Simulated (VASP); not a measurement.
# SnTe (Fm-3m) in VASP: notebook

Runs on SnTe. Level: LDA. Tasks: relaxation of cell and atoms, single point.

Everything below comes from runs of VASP 6.6.1. Logs are shortened: lines on timing, memory, paths and dates and some standing lists are left out, and cuts for length are marked.

**What was measured.**

A printed reference work, textbook reports, for a bulk crystal of SnTe at 300 K: band gap 0.18 eV (direct).

How close the calculation comes is told below.

## (1) The cell of the first run

The structure is cubic, space group Fm-3m (No. 225). The conventional cell has a = 6.302 Å, b = 6.302 Å, c = 6.302 Å, α = 90.00°, β = 90.00°, γ = 90.00°. Sn (site symmetry m-3m) has 6 Te at 3.15 Å within 4.1 Å. Te (site symmetry m-3m) has 6 Sn at 3.15 Å within 4.1 Å.

## (2) Relaxation of cell and atoms, LDA

Contents of INCAR:

```
PREC     = Accurate       # precision mode
ENCUT    = 600            # plane-wave cutoff, eV
EDIFF    = 1E-6           # SCF threshold, eV
ISMEAR   = 0              # smearing method
SIGMA    = 0.01           # smearing width, eV
LREAL    = F              # projectors in reciprocal space
LASPH    = T              # aspherical terms in the spheres
NELM     = 80             # most SCF steps
ALGO     = Normal         # electronic algorithm
ISIF     = 3              # what is computed and relaxed
LWAVE    = F              # write WAVECAR
LCHARG   = F              # write CHGCAR
IBRION   = 2              # ionic algorithm
NSW      = 100            # ionic steps
EDIFFG   = -0.005         # ionic threshold
```

Contents of KPOINTS:

```
Automatic mesh
0
Gamma
  10 10 10
```

Contents of POSCAR:

```
SnTe
1.0
    0.0000000000      3.1508500000      3.1508500000
    3.1508500000      0.0000000000      3.1508500000
    3.1508500000      3.1508500000      0.0000000000
Sn Te
1 1
Direct
    0.0000000000      0.0000000000      0.0000000000
    0.5000000000      0.5000000000      0.5000000000
```

Potentials or basis: VASP PAW LDA potentials, release 64 (Sn_d, Te).

Launch:

```
cat potpaw_LDA.64/Sn_d/POTCAR potpaw_LDA.64/Te/POTCAR > POTCAR
mpirun -np 1 vasp_std > vasp.out
```

OUTCAR:

```text
PREC = Accurate
   ENCUT = 600
   EDIFF = 1E-6
   ISMEAR = 0
   LREAL = F
   LASPH = T
   NELM = 80
   ISIF = 3
   IBRION = 2
   NSW = 100
   EDIFFG = -0.005

 ion  position               nearest neighbor table
   1  0.000  0.000  0.000-   2 3.15   2 3.15   2 3.15   2 3.15   2 3.15   2 3.15
   2  0.500  0.500  0.500-   1 3.15   1 3.15   1 3.15   1 3.15   1 3.15   1 3.15

  LATTYP: Found a face centered cubic cell.
 ALAT       =     6.3017000000

  Lattice vectors:

 A1 = (   0.0000000000,   3.1508500000,   3.1508500000)
 A2 = (   3.1508500000,   0.0000000000,   3.1508500000)
 A3 = (   3.1508500000,   3.1508500000,   0.0000000000)

Analysis of symmetry for initial positions (statically):
=====================================================================
 Subroutine PRICEL returns:
 Original cell was already a primitive cell.

 Routine SETGRP: Setting up the symmetry group for a
 face centered cubic supercell.

 Subroutine GETGRP returns: Found 48 space group operations
 (whereof 48 operations were pure point group operations)
 out of a pool of 48 trial point group operations.

The static configuration has the point symmetry O_h .

Analysis of symmetry for dynamics (positions and initial velocities):
=====================================================================
 Subroutine PRICEL returns:
 Original cell was already a primitive cell.

 Routine SETGRP: Setting up the symmetry group for a
 face centered cubic supercell.

 Subroutine GETGRP returns: Found 48 space group operations
 (whereof 48 operations were pure point group operations)
 out of a pool of 48 trial point group operations.

The dynamic configuration has the point symmetry O_h .

 Subroutine INISYM returns: Found 48 space group operations
 (whereof 48 operations are pure point group operations),
 and found     1 'primitive' translations

----------------------------------------------------------------------------------------

                                     Primitive cell

  volume of cell :      62.5624

  direct lattice vectors                    reciprocal lattice vectors
     0.000000000  3.150850000  3.150850000    -0.158687338  0.158687338  0.158687338
     3.150850000  0.000000000  3.150850000     0.158687338 -0.158687338  0.158687338
     3.150850000  3.150850000  0.000000000     0.158687338  0.158687338 -0.158687338

  length of vectors
     4.455974803  4.455974803  4.455974803     0.274854533  0.274854533  0.274854533

  position of ions in fractional coordinates (direct lattice)
     0.000000000  0.000000000  0.000000000
     0.500000000  0.500000000  0.500000000

  ion indices of the primitive-cell ions
   primitive index   ion index
                 1           1
                 2           2

----------------------------------------------------------------------------------------

 KPOINTS: Automatic mesh

Automatic generation of k-mesh.
 Grid dimensions read from file:
 generate k-points for:   10   10   10

 Generating k-lattice:

  Cartesian coordinates                     Fractional coordinates (reciprocal lattice)
    -0.015868734  0.015868734  0.015868734     0.100000000  0.000000000  0.000000000
     0.015868734 -0.015868734  0.015868734     0.000000000  0.100000000  0.000000000
     0.015868734  0.015868734 -0.015868734     0.000000000  0.000000000  0.100000000

  Length of vectors
     0.027485453  0.027485453  0.027485453

  Shift w.r.t. Gamma in fractional coordinates (k-lattice)
     0.000000000  0.000000000  0.000000000

 Subroutine IBZKPT returns following result:
 ===========================================

 Found     47 irreducible k-points:

 Following reciprocal coordinates:
            Coordinates               Weight
  0.000000  0.000000  0.000000      1.000000
  0.100000  0.000000  0.000000      8.000000
  0.200000  0.000000  0.000000      8.000000
  0.300000  0.000000  0.000000      8.000000
  0.400000  0.000000  0.000000      8.000000
  0.500000  0.000000  0.000000      4.000000
[... 16 lines left out ...]
  0.300000  0.300000  0.000000      6.000000
  0.400000  0.300000  0.000000     24.000000
 [... further k-points ...]
   k-points           NKPTS =     47   k-points in BZ     NKDIM =     47   number of bands    NBANDS=     14
   number of dos      NEDOS =    301   number of ions     NIONS =      2
   total plane-waves  NPLWV =  46656
   dimension x,y,z NGX =    36 NGY =   36 NGZ =   36
   dimension x,y,z NGXF=    72 NGYF=   72 NGZF=   72
   ions per type =               1   1
   NGX,Y,Z   is equivalent  to a cutoff of  13.43, 13.43, 13.43 a.u.
   NGXF,Y,Z  is equivalent  to a cutoff of  26.86, 26.86, 26.86 a.u.
 SYSTEM =  unknown system
   PREC   = accura    normal or accurate (medium, high low for compatibility)
   ISTART =      0    job   : 0-new  1-cont  2-samecut
   ICHARG =      2    charge: 1-file 2-atom 10-const
   ISPIN  =      1    spin polarized calculation?
   LNONCOLLINEAR =      F non collinear calculations
   LSORBIT =      F    spin-orbit coupling
   LASPH  =      T    aspherical Exc in radial PAW
   ENCUT  =  600.0 eV  44.10 Ry    6.64 a.u.   8.90  8.90  8.90*2*pi/ulx,y,z
   NELM   =     80;   NELMIN=  2; NELMDL= -5     # of ELM steps
   EDIFF  = 0.1E-05   stopping-criterion for ELM
   LREAL  =      F    real-space projection
   EDIFFG = -.5E-02   stopping-criterion for IOM
   NSW    =    100    number of steps for IOM
   IBRION =      2    ionic relax: 0-MD 1-quasi-New 2-CG
   NFREE  =      1    steps in history (QN), initial steepest desc. (CG)
   ISIF   =      3    stress and relaxation
   ISYM   =      2    0-nonsym 1-usesym 2-fastsym
   POTIM  = 0.5000    time-step for ionic-motion
   TEBEG  =    0.0;   TEEND  =   0.0 temperature during run
   PSTRESS=    0.0 pullay stress
   NELECT =      20.0000    total number of electrons
   NUPDOWN=      -1.0000    fix difference up-down
   EMIN   =  10.00;   EMAX   =-10.00  energy-range for DOS
   EFERMI =   0.00;   METHOD = LEGACY
   ISMEAR =     0;   SIGMA  =   0.01  broadening in eV -4-tet -1-fermi 0-gaus
   EFERMI_NEDOS =   21; number of points for ismear=-14 and -15
   IALGO  =     38    algorithm
   IMIX   =      4    mixing-type and parameters
     AMIX     =   0.40;   BMIX     =  1.00
     AMIX_MAG =   1.60;   BMIX_MAG =  1.00
  volume/ion in A,a.u.               =      31.28       211.10
  Fermi-wavevector in a.u.,A,eV,Ry     =   1.119387  2.115336 17.048485  1.253028
  Thomas-Fermi vector in A             =   2.256026
   LORBIT       =      0    0 simple, 1 ext, 2 COOP (PROOUT), +10 PAW based schemes
   GGA     = CA    functional components
   LHFCALC =     F    Hartree Fock is set to
   AEXX    =    0.0000 exact exchange contribution
   IVDW    =     0    specifies the selected vdW correction
   LEPSILON=     F    determine dielectric tensor
   LRPA    =     F    only Hartree local field effects (RPA)
 conjugate gradient relaxation of ions
 non-spin polarized calculation
 Gauss-broadening in eV      SIGMA  =   0.01
  energy-cutoff  :      600.00
  volume of cell :       62.56
 maximum number of plane-waves:      2108
   NGX = 17   NGY = 17   NGZ = 17

--------------------------------------- Ionic step        1  -------------------------------------------

 number of electron      19.9999998 magnetization

 Free energy of the ion-electron system (eV)
  ---------------------------------------------------
  ext. energy  EPLUGINS =         0.00000000
  ---------------------------------------------------
  free energy    TOTEN  =        -8.82408891 eV

  energy without entropy =       -8.82408891  energy(sigma->0) =       -8.82408891

------------------------ aborting loop because EDIFF is reached ----------------------------------------

  FORCE on cell =-STRESS in cart. coord.  units (eV):
  Direction    XX          YY          ZZ          XY          YZ          ZX
  --------------------------------------------------------------------------------------
  -------------------------------------------------------------------------------------
  Total       -0.5677117     -0.5677117     -0.5677117      0.0000000     -0.0000000      0.0000000
  in kB      -14.5386888    -14.5386888    -14.5386888      0.0000000     -0.0000000      0.0000000
  external PRESSURE =     -14.5386888 kB  Pullay stress =       0.0000000 kB
[... 57 lines left out ...]
  energy  without entropy=       -8.8313376557  energy(sigma->0) =       -8.83133766

--------------------------------------- Ionic step        3  -------------------------------------------

 number of electron      19.9999997 magnetization

 Free energy of the ion-electron system (eV)
  ---------------------------------------------------
  ext. energy  EPLUGINS =         0.00000000
  ---------------------------------------------------
  free energy    TOTEN  =        -8.83257909 eV

  energy without entropy =       -8.83257909  energy(sigma->0) =       -8.83257909

 E-fermi :   7.1722     XC(G=0):  -9.8707

 val. band max:        7.0506718203   @ k =   0.5000   0.0000   0.0000
 cond. band min:       7.2564438270   @ k =   0.5000   0.0000   0.0000
 fundamental gap:      0.2057720067
 Fermi energy:         7.1722346471

 k-point     1 :       0.0000    0.0000    0.0000
  band No.  band energies     occupation
      1     -14.6882      2.00000
      2     -14.6882      2.00000
      3     -14.6773      2.00000
      4     -14.6773      2.00000
      5     -14.6773      2.00000
      6      -5.9239      2.00000
      7       2.4474      2.00000
      8       4.9156      2.00000
      9       4.9156      2.00000
     10       4.9156      2.00000
     11      10.4691      0.00000
     12      10.4691      0.00000
     13      10.4691      0.00000
     14      11.8440      0.00000
[... 375 lines left out ...]
 k-point    24 :       0.4000    0.3000    0.0000
  band No.  band energies     occupation
      1     -14.7038      2.00000
      2     -14.6847      2.00000
      3     -14.6802      2.00000
      4     -14.6677      2.00000
      5     -14.6673      2.00000
      6      -4.6643      2.00000
      7       0.0988      2.00000
      8       3.0146      2.00000
      9       3.6046      2.00000
     10       3.8273      2.00000
     11       9.7290      0.00000
     12      11.0340      0.00000
     13      11.1202      0.00000
     14      11.5294      0.00000

 [... further k-points ...]
[... 5 lines left out ...]
  --------------------------------------------------------------------------------------
  -------------------------------------------------------------------------------------
  Total       -0.0012582     -0.0012582     -0.0012582     -0.0000000      0.0000000      0.0000000
  in kB       -0.0332000     -0.0332000     -0.0332000     -0.0000000      0.0000000      0.0000000
  external PRESSURE =      -0.0332000 kB  Pullay stress =       0.0000000 kB
[... 17 lines left out ...]
  FREE ENERGIE OF THE ION-ELECTRON SYSTEM (eV)
  ---------------------------------------------------
  free  energy   TOTEN  =        -8.8325790936 eV

  energy  without entropy=       -8.8325790936  energy(sigma->0) =       -8.83257909

 reached required accuracy - stopping structural energy minimisation
```

Wall time 96 s (1 thread of Intel Xeon Platinum 8488C (Sapphire Rapids), shared host); peak memory 0.21 GiB.

Results:

* Free energy: -8.8326 eV
* Relaxed volume: 30.36 Å³/atom
* Relaxed cell: a = 4.412 Å, b = 4.412 Å, c = 4.412 Å, α = 60.00°, β = 60.00°, γ = 60.00°
* Space group after relaxing (to 0.05 Å): Fm-3m (No. 225)
* Energy gained by relaxing: 4.2 meV/atom
* Ionic steps: 3
* Pressure after relaxing: 0.0 GPa
* Band gap on the k mesh: 0.21 eV, direct

Step by step:
```tsv
step	energy change (eV)	largest force (eV/Å)	pressure (GPa)	volume (Å³)
1	0.0000	0.0000	-1.45	62.56
2	-0.0072	0.0000	0.58	60.03
3	-0.0085	0.0000	0.00	60.72
```

Final structure:
```
Sn Te
1.0
     0.00000    3.11957    3.11957
     3.11957    0.00000    3.11957
     3.11957    3.11957    0.00000
Sn Te
1 1
Direct
  0.00000 0.00000 0.00000
  0.50000 0.50000 0.50000
```

Levels at points of the mesh, in eV from the valence-band top:
| k point | band 7 | band 8 | band 9 | band 10 | band 11 | band 12 | band 13 | band 14 |
| --- | --- | --- | --- | --- | --- | --- | --- | --- |
| (0.00, 0.00, 0.00) | -4.60 | -2.14 | -2.14 | -2.14 | 3.42 | 3.42 | 3.42 | 4.79 |
| (0.50, 0.00, 0.00) | -8.48 | -1.77 | -1.77 | 0.00 | 0.21 | 0.36 | 0.36 | 7.87 |
| (0.50, 0.50, 0.00) | -6.51 | -5.71 | -3.80 | -3.80 | 2.13 | 5.07 | 5.07 | 6.60 |

Caveat: spin-orbit coupling is left out, which moves the levels of the heavy elements. LDA usually gives volumes a few per cent too small.

## (3) Single point, LDA

This run uses another cell than the first one, of 30.32 Å³/atom, 0.969 times its volume.

Contents of INCAR:

```
SYSTEM = SnTe
ALGO = Normal
EDIFF = 1E-6
ENCUT = 520
GGA = CA
ISIF = 2
ISMEAR = 0
LASPH = .TRUE.
LCHARG = .FALSE.
LREAL = .FALSE.
LWAVE = .FALSE.
NBANDS = 17
NELM = 80
PREC = Accurate
SIGMA = 0.01
```

Contents of KPOINTS:

```
k-points
0
G
  10 10 10
  0 0 0
```

Contents of POSCAR:

```
SnTe
1.0
    0.0000000000      3.1183157862      3.1183157862
    3.1183157862      0.0000000000      3.1183157862
    3.1183157862      3.1183157862      0.0000000000
Sn Te
1 1
Direct
    0.0000000000      0.0000000000      0.0000000000
    0.5000000000      0.5000000000      0.5000000000
```

Potentials or basis: VASP PAW LDA potentials, release 64 (Sn_d, Te).

Launch:

```
cat potpaw_LDA.64/Sn_d/POTCAR potpaw_LDA.64/Te/POTCAR > POTCAR
mpirun -np 1 vasp_std > vasp.out
```

It took 34 s on 1 thread of Intel Xeon 6975P-C (Granite Rapids), shared host; peak memory 0.19 GiB.

Results (log left out):

- Free energy: -8.8324 eV
- Pressure: 0.0 GPa
- Band gap on the k mesh: 0.21 eV, direct

Levels at points of the mesh, in eV from the valence-band top:
| k point | band 8 | band 9 | band 10 | band 11 | band 12 | band 13 |
| --- | --- | --- | --- | --- | --- | --- |
| (0.00, 0.00, 0.00) | -2.14 | -2.14 | -2.14 | 3.42 | 3.42 | 3.42 |
| (0.50, 0.00, 0.00) | -1.78 | -1.78 | 0.00 | 0.21 | 0.36 | 0.36 |
| (0.50, 0.50, 0.00) | -5.72 | -3.81 | -3.81 | 2.12 | 5.08 | 5.08 |

Caveat: spin-orbit coupling is left out, which moves the levels of the heavy elements.

[end of part 1 of 2]
